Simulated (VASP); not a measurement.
# Mg3Sb2 (P-3m1) in VASP: settings compared, part 2 of 2

VASP 6.6.1.

## 5. Relaxation of cell and atoms, PBE

The input, INCAR:

```
ALGO     = Normal         # electronic algorithm
EDIFF    = 1E-6           # SCF threshold, eV
EDIFFG   = -0.01          # ionic threshold
ENCUT    = 300            # plane-wave cutoff, eV
GGA      = PE             # functional
IBRION   = 2              # ionic algorithm
ISIF     = 3              # what is computed and relaxed
ISMEAR   = 0              # smearing method
LASPH    = T              # aspherical terms in the spheres
LCHARG   = F              # write CHGCAR
LREAL    = F              # projectors in reciprocal space
LWAVE    = F              # write WAVECAR
NELM     = 80             # most SCF steps
NSW      = 90             # ionic steps
PREC     = Accurate       # precision mode
SIGMA    = 0.03           # smearing width, eV
```

The input, KPOINTS:

```
k-points
0
Gamma
  5 5 3
```

The input, POSCAR:

```
Mg3Sb2
1.0
    4.5820000000      0.0000000000      0.0000000000
   -2.2910000000      3.9681284001      0.0000000000
    0.0000000000      0.0000000000      7.2440000000
Mg Sb
3 2
Direct
    0.3333333333      0.6666666667      0.6300000000
    0.6666666667      0.3333333333      0.3700000000
    0.0000000000      0.0000000000      0.0000000000
    0.3333333333      0.6666666667      0.2350000000
    0.6666666667      0.3333333333      0.7650000000
```

Run with:

```sh
> cat potpaw_PBE.64/Mg/POTCAR potpaw_PBE.64/Sb/POTCAR > POTCAR
> mpirun -np 1 vasp_std > vasp.out
```

Wall time 54 s (1 thread of Intel Xeon 6975P-C (Granite Rapids), shared host); peak memory 0.18 GiB.

It converged, with:

```
Free energy                            : -14.5897 eV
Relaxed volume                         : 26.61 Å³/atom
Relaxed cell                           : a = 4.601 Å, b = 4.601 Å, c = 7.260 Å, α = 90.00°, β = 90.00°, γ = 120.00°
Space group after relaxing (to 0.05 Å) : P-3m1 (No. 164)
Energy gained by relaxing              : 7.6 meV/atom
Ionic steps                            : 11
Pressure after relaxing                : 0.0 GPa
Band gap on the k mesh                 : 0.06 eV, indirect (least direct gap 0.99 eV)
```

Forces in eV/Å, atoms in the order of the input:
```
Mg   0.000  0.000  0.003
Mg   0.000  0.000 -0.003
Mg   0.000  0.000  0.000
Sb   0.000  0.000 -0.002
Sb   0.000  0.000  0.002
```

Step by step:
```
step  energy change (eV)  largest force (eV/Å)  pressure (GPa)  volume (Å³)
   1              0.0000                0.4821            0.96       131.71
   2             -0.0254                0.2362           -0.25       134.73
   3             -0.0261                0.1894           -0.48       135.38
   4             -0.0332                0.1220           -0.24       134.34
   5             -0.0367                0.0328            0.10       132.99
   6             -0.0379                0.0079            0.00       133.18
   7             -0.0380                0.0057           -0.06       133.28
   8             -0.0380                0.0043           -0.05       133.27
   9             -0.0380                0.0026           -0.04       133.26
  10             -0.0380                0.0037           -0.04       133.26
  11             -0.0380                0.0029            0.02       133.07
```

Final structure:
```xyz
5
Lattice="4.6006 0.0000 0.0000 -2.3003 3.9842 0.0000 0.0000 0.0000 7.2598" Properties=species:S:1:pos:R:3 pbc="T T T"
Mg    0.0000    2.6561    4.5916
Mg    2.3003    1.3281    2.6682
Mg    0.0000    0.0000    0.0000
Sb    0.0000    2.6561    1.6376
Sb    2.3003    1.3281    5.6223
```

Levels at points of the mesh, in eV from the valence-band top:
| k point | band 5 | band 6 | band 7 | band 8 | band 9 | band 10 | band 11 | band 12 |
| --- | --- | --- | --- | --- | --- | --- | --- | --- |
| (0.00, 0.00, 0.00) | -1.11 | -0.41 | -0.41 | 0.00 | 0.99 | 1.14 | 3.00 | 3.00 |

Caveat: spin-orbit coupling is left out, which moves the levels of the heavy elements; an odd mesh through Γ misses points on the zone boundary, where band edges often lie.

## 6. Relaxation of cell and atoms, PBE

This run uses another cell than the first one, of 26.61 Å³/atom, 1.010 times its volume.

INCAR, as its differences from that of step 5:

```diff
@@ -1,4 +1,4 @@
 ALGO     = Normal         # electronic algorithm
-EDIFF    = 1E-6           # SCF threshold, eV
-EDIFFG   = -0.01          # ionic threshold
+EDIFF    = 1E-7           # SCF threshold, eV
+EDIFFG   = -0.005         # ionic threshold
 ENCUT    = 300            # plane-wave cutoff, eV
```

KPOINTS is that of step 5.

The input, POSCAR:

```
Mg3Sb2                                  
1.0
    4.6005561339     -0.0000000000     -0.0000000000
   -2.3002780669      3.9841984834     -0.0000000000
    0.0000000000     -0.0000000000      7.2598206597
  Mg              Sb            
     3     2
Direct
     0.3333333332999970    0.6666666667000030    0.6324638524320527
     0.6666666667000030    0.3333333332999970    0.3675361475679472
     0.0000000000000000    0.0000000000000000    0.0000000000000000
     0.3333333332999970    0.6666666667000030    0.2255660977838405
     0.6666666667000030    0.3333333332999970    0.7744339022161595
```

Potentials or basis: VASP PAW PBE potentials, release 64 (Mg, Sb).

Run with:

```sh
> cat potpaw_PBE.64/Mg/POTCAR potpaw_PBE.64/Sb/POTCAR > POTCAR
> mpirun -np 1 vasp_std > vasp.out
```

Wall time 11 s (1 thread of Intel Xeon 6975P-C (Granite Rapids), shared host); peak memory 0.17 GiB.

The run converged. Its results:

- Free energy: -14.5898 eV
- Pressure after relaxing: 0.0 GPa
- Band gap on the k mesh: 0.06 eV, indirect (least direct gap 0.99 eV)

Forces on the atoms (eV/Å):
```
Mg   0.000  0.000  0.003
Mg   0.000  0.000 -0.003
Mg   0.000  0.000  0.000
Sb   0.000  0.000 -0.002
Sb   0.000  0.000  0.002
```

Final structure:
```
Mg Sb
1.0
     4.60056    0.00000    0.00000
    -2.30028    3.98420    0.00000
     0.00000    0.00000    7.25982
Mg Sb
3 2
Direct
  0.33333 0.66667 0.63246
  0.66667 0.33333 0.36754
  0.00000 0.00000 0.00000
  0.33333 0.66667 0.22557
  0.66667 0.33333 0.77443
```

Levels at points of the mesh, in eV from the valence-band top:
| k point | band 4 | band 5 | band 6 | band 7 | band 8 | band 9 | band 10 | band 11 | band 12 |
| --- | --- | --- | --- | --- | --- | --- | --- | --- | --- |
| (0.00, 0.00, 0.00) | -1.11 | -1.11 | -0.41 | -0.41 | 0.00 | 0.99 | 1.14 | 3.00 | 3.00 |

Caveat: the relaxation stopped at its first step, so nothing moved; spin-orbit coupling is left out, which moves the levels of the heavy elements; an odd mesh through Γ misses points on the zone boundary, where band edges often lie. Expect the measured gap to be larger: semilocal functionals such as PBE lack the derivative discontinuity.

## 7. Overview

```csv
task,level,cell,k mesh,cutoff (eV),gap on the mesh (eV),pressure (GPa)
relaxation of shape and atoms at fixed volume,PBE,atoms relaxed at fixed volume from: a relaxed cell with its volume scaled by 1.06,9 × 9 × 5,600,0.11,-2.2
relaxation of cell and atoms,RPBE,relaxed,9 × 9 × 5,600,0.19,0.0
relaxation of cell and atoms,PBE,relaxed,5 × 5 × 3,300,0.06,0.0
```

Alike in all rows: potentials or basis VASP PAW PBE potentials, release 64 (Mg, Sb); no spin polarisation; smearing gaussian 0.03 eV.

Caveats: spin-orbit coupling is left out, which moves the levels of the heavy elements; an odd mesh through Γ misses points on the zone boundary, where band edges often lie; the PAW data sets were made with another functional, which shifts forces and pressure a little (some runs); the relaxation stopped at its first step, so nothing moved (some runs).

Absolute energies hang on the potentials; compare differences alone.
